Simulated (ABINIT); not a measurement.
# Mn (P6_3/mmc) in ABINIT: single point with PBEsol

Aim: the single point of Mn with PBEsol.

Everything below comes from runs of ABINIT 10.8.3 (patched build). Logs are shortened: lines on timing, memory, paths and dates and some standing lists are left out, and cuts for length are marked. The log counts tension as positive stress, the text compression.

**1. The structure**

The structure is hexagonal, space group P6_3/mmc (No. 194). Conventional cell: a = 2.484 Å, b = 2.484 Å, c = 4.026 Å, α = 90.00°, β = 90.00°, γ = 120.00°. Mn (site symmetry -6m2) is surrounded by 12 Mn at 2.47 to 2.48 Å.

This isn't the form of Mn at room conditions, which is a 58-atom cubic cell.

**2. Single point, PBEsol, collinear spin, ferromagnetic start**

Input file run.abi:

```
# Pseudopotentials
pp_dirpath "./"
pseudos "Mn.upf"

# Structure
acell 3*1.0 Angstrom
rprim
     2.4836457705     0.0000000000     0.0000000000
    -1.2418228853     2.1509003313     0.0000000000
     0.0000000000     0.0000000000     4.0261950000
ntypat 1
znucl 25
natom 2
typat 1 1
xred
     0.3333333333     0.6666666667     0.2500000000
     0.6666666667     0.3333333333     0.7500000000

# Plane-wave basis
ecut 1142.878222 eV

# k points
kptopt 1
ngkpt 9 9 5
nshiftk 1
shiftk 0.0 0.0 0.0

# Exchange and correlation
ixc -116133

# Bands and occupations
nband 21
occopt 3
tsmear 0.05 eV

# Spin
nsppol 2
spinat
     0.0000000000     0.0000000000     4.0000000000
     0.0000000000     0.0000000000     4.0000000000

# SCF cycle
nstep 100
tolvrs 1.0e-10

# Output
iomode 3
prtwf 0
prtden 0
prteig 0
prtebands 0
enunit 1
```

Potentials or basis: PseudoDojo NC SR PBEsol v0.4.1 standard.

Launch:

```bash
> mpirun --bind-to none -np 4 abinit run.abi > log 2>&1
```

run.abo:

```text
.Version 10.8.3 of ABINIT
 Symmetries : space group P6_3/m m c (#194); Bravais hP (primitive hexag.)
================================================================================
 Values of the parameters that define the memory need of the present run
     intxc =       0    ionmov =       0      iscf =       7    lmnmax =       6
     lnmax =       6     mgfft =      48  mpssoang =       3    mqgrid =    3001
     natom =       2  nloc_mem =       1    nspden =       2   nspinor =       1
    nsppol =       2      nsym =      24    n1xccc =    2501    ntypat =       1
    occopt =       3   xclevel =       2
       mpw =        1905          nfft =       43200          nkpt =          36
================================================================================
================================================================================

--------------------------------------------------------------------------------
------------- Echo of variables that govern the present computation ------------
--------------------------------------------------------------------------------
 -outvars: echo values of preprocessed input variables --------
            acell      1.8897261259E+00  1.8897261259E+00  1.8897261259E+00 Bohr
              amu      5.49380500E+01
             ecut      4.20000000E+01 Hartree
           enunit           1
              ixc     -116133
         kptrlatt        9    0    0      0    9    0      0    0    5
          kptrlen      3.80420294E+01
            natom           2
            nband          21
            ngfft          30      30      48
             nkpt          36
           nspden           2
           nsppol           2
            nstep         100
             nsym          24
           ntypat           1
           occopt           3
           prtden           0
        prtebands           0
           prteig           0
            prtwf           0
            rprim      2.4836457705E+00  0.0000000000E+00  0.0000000000E+00
                      -1.2418228853E+00  2.1509003313E+00  0.0000000000E+00
                       0.0000000000E+00  0.0000000000E+00  4.0261950000E+00
          spgroup         194
           spinat      0.0000000000E+00  0.0000000000E+00  4.0000000000E+00
                       0.0000000000E+00  0.0000000000E+00  4.0000000000E+00
           tolvrs      1.00000000E-10
           tsmear      1.83746611E-03 Hartree
            typat      1  1
           xangst     -3.3333342178E-11  1.4339335542E+00  1.0065487500E+00
                       1.2418228852E+00  7.1696677710E-01  3.0196462500E+00
            xcart     -6.2990887578E-11  2.7097417002E+00  1.9021014699E+00
                       2.3467051500E+00  1.3548708501E+00  5.7063044096E+00
             xred      3.3333333333E-01  6.6666666667E-01  2.5000000000E-01
                       6.6666666667E-01  3.3333333333E-01  7.5000000000E-01
            znucl       25.00000

================================================================================

 chkinp: Checking input parameters for consistency.

================================================================================
== DATASET  1 ==================================================================

--- !DatasetInfo
iteration_state: {dtset: 1, }
dimensions: {natom: 2, nkpt: 36, mband: 21, nsppol: 2, nspinor: 1, nspden: 2, mpw: 1905, }
cutoff_energies: {ecut:  42.0, pawecutdg:  -1.0, }
electrons: {nelect:   3.00000000E+01, charge:   0.00000000E+00, occopt:   3.00000000E+00, tsmear:   1.83746611E-03, }
meta: {optdriver: 0, ionmov: 0, optcell: 0, iscf: 7, paral_kgb: 0, }
...

 Real(R)+Recip(G) space primitive vectors, cartesian coordinates (Bohr,Bohr^-1):
 R(1)=  4.6934103  0.0000000  0.0000000  G(1)=  0.2130647  0.1230130  0.0000000
 R(2)= -2.3467052  4.0646126  0.0000000  G(2)=  0.0000000  0.2460259  0.0000000
 R(3)=  0.0000000  0.0000000  7.6084059  G(3)=  0.0000000  0.0000000  0.1314336
 Unit cell volume ucvol=  1.4514476E+02 bohr^3
 Angles (23,13,12)=  9.00000000E+01  9.00000000E+01  1.20000000E+02 degrees

 getcut: wavevector=  0.0000  0.0000  0.0000  ngfft=  30  30  48
         ecut(hartree)=     42.000   => boxcut(ratio)=   2.16251

--- Pseudopotential description ------------------------------------------------
- pspini: atom type   1  psp file is ./Mn.upf
12 -116133 2 -1 1448                          pspcod,pspxc,lmax,lloc,mmax
     nproj     2     2     2

   9.73537706E+02                                ecore*ucvol(ha*bohr**3)
--------------------------------------------------------------------------------

================================================================================

--- !BeginCycle
iteration_state: {dtset: 1, }
solver: {iscf: 7, nstep: 100, nline: 4, wfoptalg: 0, }
tolerances: {tolvrs: 1.00E-10, }
...

     iter   Etot(hartree)      deltaE(h)  residm     vres2   difmagsph maxmagsph
 ETOT  1  -217.28890233977    -2.173E+02 3.943E-01 2.483E+02 1.924E+00 1.924E+00
 ETOT  2  -217.45439345317    -1.655E-01 8.426E-02 5.060E+02 2.430E-01 1.681E+00
 ETOT  3  -217.55286473146    -9.847E-02 2.637E-02 8.455E+00 4.288E-01 1.252E+00
 ETOT  4  -217.56283068106    -9.966E-03 5.319E-03 3.690E+00 4.450E-01 8.072E-01
 ETOT  5  -217.56492173410    -2.091E-03 2.620E-03 1.003E+00 1.549E-01 6.523E-01
 ETOT  6  -217.56811567520    -3.194E-03 3.106E-03 4.135E-01 3.435E-01 3.088E-01
 ETOT  7  -217.56926661491    -1.151E-03 1.832E-03 1.277E+00 3.634E-01 5.464E-02
 ETOT  8  -217.56934927934    -8.266E-05 1.528E-03 4.846E-01 1.414E-01 8.674E-02
 ETOT  9  -217.56950764978    -1.584E-04 5.865E-04 5.433E-02 7.118E-02 1.555E-02
 ETOT 10  -217.56951926588    -1.162E-05 4.410E-04 1.772E-04 1.133E-02 4.221E-03
 ETOT 11  -217.56951950214    -2.363E-07 1.575E-04 2.646E-06 3.851E-03 3.700E-04
 ETOT 12  -217.56951950413    -1.985E-09 1.160E-04 1.916E-07 2.518E-04 1.182E-04
 ETOT 13  -217.56951950426    -1.328E-10 8.981E-05 9.439E-08 1.771E-04 5.889E-05
 ETOT 14  -217.56951950432    -5.886E-11 6.747E-05 1.234E-09 5.181E-05 7.083E-06
 ETOT 15  -217.56951950432    -6.253E-13 7.149E-05 7.194E-11 6.476E-06 6.075E-07

 At SCF step   15       vres2   =  7.19E-11 < tolvrs=  1.00E-10 =>converged.

 Cartesian components of stress tensor (hartree/bohr^3)
  sigma(1 1)=  4.79498859E-04  sigma(3 2)=  0.00000000E+00
  sigma(2 2)=  4.79498857E-04  sigma(3 1)=  0.00000000E+00
  sigma(3 3)=  5.42754024E-04  sigma(2 1)=  1.08537667E-12

--- !ResultsGS
iteration_state: {dtset: 1, }
comment   : Summary of ground state results
lattice_vectors:
- [  4.6934103,   0.0000000,   0.0000000, ]
- [ -2.3467052,   4.0646126,   0.0000000, ]
- [  0.0000000,   0.0000000,   7.6084059, ]
lattice_lengths: [   4.69341,    4.69341,    7.60841, ]
lattice_angles: [ 90.000,  90.000, 120.000, ] # degrees, (23, 13, 12)
lattice_volume:   1.4514476E+02
convergence: {deltae: -6.253E-13, res2:  7.194E-11, residm:  7.149E-05, diffor: null, }
etotal    :  -2.17569520E+02
entropy   :   0.00000000E+00
fermie    :   5.12064704E-01
cartesian_stress_tensor: # hartree/bohr^3
- [  4.79498859E-04,   1.08537667E-12,   0.00000000E+00, ]
- [  1.08537667E-12,   4.79498857E-04,   0.00000000E+00, ]
- [  0.00000000E+00,   0.00000000E+00,   5.42754024E-04, ]
pressure_GPa:  -1.4728E+01
xred      :
- [  3.3333E-01,   6.6667E-01,   2.5000E-01, Mn]
- [  6.6667E-01,   3.3333E-01,   7.5000E-01, Mn]
cartesian_forces: # hartree/bohr
- [  5.73707614E-29,  -9.93690736E-29,   1.38243747E-31, ]
- [ -5.73707614E-29,   9.93690736E-29,  -1.38243747E-31, ]
force_length_stats: {min:   1.14741606E-28, max:   1.14741606E-28, mean:   1.14741606E-28, }
...

 Integrated electronic and magnetization densities in atomic spheres:
 ------------------------------------------------------------------------------------------------------------
 Radius=ratsph(iatom), smearing ratsm=  0.0000. Diff(up-dn)=approximate z local magnetic moment.
    Atom    Radius    up_density   dn_density  Total(up+dn)  Diff(up-dn)
    1 Mn   2.00000     6.523644     6.523645     13.047289    -0.000001
    2 Mn   2.00000     6.523644     6.523645     13.047289    -0.000001
 ------------------------------------------------------------------------------------------------------------
  Sum:                13.047288    13.047289     26.094578    -0.000001
 Total magnetization (from the atomic spheres):               -0.000001
 Total magnetization (exact up - dn):                         -0.000001

================================================================================

 ----iterations are completed or convergence reached----

 Mean square residual over all n,k,spin=   17.251E-08; max=  71.491E-06
 reduced coordinates (array xred) for    2 atoms
       0.333333333333      0.666666666667      0.250000000000
       0.666666666667      0.333333333333      0.750000000000
 rms dE/dt=  5.8168E-28; max dE/dt=  1.0771E-27; dE/dt below (all hartree)
    1       0.000000000000      0.000000000000      0.000000000000
    2       0.000000000000     -0.000000000000      0.000000000000

 cartesian coordinates (angstrom) at end:
    1     -0.00000000003333     1.43393355420000     1.00654875000000
    2      1.24182288523333     0.71696677710000     3.01964625000000

 cartesian forces (hartree/bohr) at end:
    1      0.00000000000000    -0.00000000000000     0.00000000000000
    2     -0.00000000000000     0.00000000000000    -0.00000000000000
 frms,max,avg= 6.6246097E-29 9.9369074E-29   0.000E+00  0.000E+00  0.000E+00 h/b

 cartesian forces (eV/Angstrom) at end:
    1      0.00000000000000    -0.00000000000000     0.00000000000000
    2     -0.00000000000000     0.00000000000000    -0.00000000000000
 frms,max,avg= 3.4065113E-27 5.1097632E-27   0.000E+00  0.000E+00  0.000E+00 e/A
 length scales=  1.889726125908  1.889726125908  1.889726125908 bohr
              =  1.000000000000  1.000000000000  1.000000000000 angstroms
 Fermi (or HOMO) energy (eV) =  13.93399   Average Vxc (eV)= -14.55278
 Eigenvalues (   eV  ) for nkpt=  36  k points, SPIN UP:
 kpt#   1, nband= 21, wtk=  0.00247, kpt=  0.0000  0.0000  0.0000 (reduced coord)
 -65.01023  -64.84715  -34.18943  -33.51208  -33.51208  -33.40675  -33.40675  -33.40366
   5.69091    9.48137   12.97435   13.00829   13.00829   13.48150   13.48150   14.01420
  14.01420   14.59560   15.58711   15.58711   23.17489
 prteigrs : prtvol=0 or 1, do not print more k-points.

 Eigenvalues (   eV  ) for nkpt=  36  k points, SPIN DOWN:
 kpt#   1, nband= 21, wtk=  0.00247, kpt=  0.0000  0.0000  0.0000 (reduced coord)
 -65.01023  -64.84715  -34.18943  -33.51208  -33.51208  -33.40675  -33.40675  -33.40366
   5.69091    9.48137   12.97435   13.00829   13.00829   13.48150   13.48150   14.01420
  14.01420   14.59560   15.58710   15.58710   23.17489
 prteigrs : prtvol=0 or 1, do not print more k-points.

--- !EnergyTerms
iteration_state     : {dtset: 1, }
comment             : Components of total free energy in Hartree
kinetic             :  9.54448424922407E+01
hartree             :  4.59855875504855E+01
xc                  : -3.61859205950587E+01
Ewald energy        : -1.55791270885491E+02
psp_core            :  6.70735709619400E+00
local_psp           : -1.59639843529151E+02
non_local_psp       : -1.40894274865503E+01
internal            : -2.17568675357331E+02
'-kT*entropy'       : -8.44146991431163E-04
total_energy        : -2.17569519504322E+02
total_energy_eV     : -5.92036823058461E+03
band_energy         : -1.83777301860983E+01
...

 Cartesian components of stress tensor (hartree/bohr^3)
  sigma(1 1)=  4.79498859E-04  sigma(3 2)=  0.00000000E+00
  sigma(2 2)=  4.79498857E-04  sigma(3 1)=  0.00000000E+00
  sigma(3 3)=  5.42754024E-04  sigma(2 1)=  1.08537667E-12

-Cartesian components of stress tensor (GPa)         [Pressure= -1.4728E+01 GPa]
- sigma(1 1)=  1.41073435E+01  sigma(3 2)=  0.00000000E+00
- sigma(2 2)=  1.41073434E+01  sigma(3 1)=  0.00000000E+00
- sigma(3 3)=  1.59683747E+01  sigma(2 1)=  3.19328841E-08

== END DATASET(S) ==============================================================
================================================================================

 -outvars: echo values of variables after computation  --------
            acell      1.8897261259E+00  1.8897261259E+00  1.8897261259E+00 Bohr
           etotal     -2.1756951950E+02
            fcart      5.7370761366E-29 -9.9369073552E-29  1.3824374737E-31
                      -5.7370761366E-29  9.9369073552E-29 -1.3824374737E-31
            rprim      2.4836457705E+00  0.0000000000E+00  0.0000000000E+00
                      -1.2418228853E+00  2.1509003313E+00  0.0000000000E+00
                       0.0000000000E+00  0.0000000000E+00  4.0261950000E+00
           strten      4.7949885854E-04  4.7949885658E-04  5.4275402437E-04
                       0.0000000000E+00  0.0000000000E+00  1.0853766690E-12
           xangst     -3.3333342178E-11  1.4339335542E+00  1.0065487500E+00
                       1.2418228852E+00  7.1696677710E-01  3.0196462500E+00
             xred      3.3333333333E-01  6.6666666667E-01  2.5000000000E-01
                       6.6666666667E-01  3.3333333333E-01  7.5000000000E-01
 Calculation completed.
```

Run time: 26 s. Hardware: 4 MPI ranks of Intel Xeon Platinum 8488C (Sapphire Rapids), shared host; peak memory 0.32 GiB.

What came out:

```yaml
Free_energy: -5920.3682 eV
Pressure: -14.7 GPa
Band_gap_on_the_k_mesh: none (metal or under the smearing width)
Net_moment: 0.00 μB per cell
Valence_electrons_inside_the_program's_atomic_spheres: Mn 13.05 (radii [1.0584] Å)
```

Caveat: the starting moments collapsed, and a magnetic state may lie lower.
